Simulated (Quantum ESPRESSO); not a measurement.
Ge:

```
CELL_PARAMETERS angstrom
-2.57449 2.57449 1.39741
2.57449 -2.57449 1.39741
2.57449 2.57449 -1.39741
ATOMIC_POSITIONS crystal
Ge 0.50000 0.50000 0.00000
Ge 0.25000 0.75000 0.50000
```

This isn't the form of Ge at room conditions, which is diamond.

Base run:

* Program: Quantum ESPRESSO 7.5
* Functional: PBEsol
* Potentials or basis: GBRV 1.5 PBEsol
* Cutoff: 612 eV
* Density cutoff: 4898 eV
* k mesh: 11 × 11 × 11
* Occupations: fermi-dirac, width 0.05 eV
* Spin: no spin polarisation

Its results: band gap on the k mesh none (metal or under the smearing width); pressure -0.8 GPa.

**Question.** The run is repeated on the same cell with these changes: functional from PBEsol to LDA; potentials or basis from GBRV 1.5 PBEsol to GBRV 1.5 LDA. What comes out?

**Answer.** Band gap on the k mesh none (metal or under the smearing width); pressure -2.7 GPa.

Not every run made on this cell is shown here.
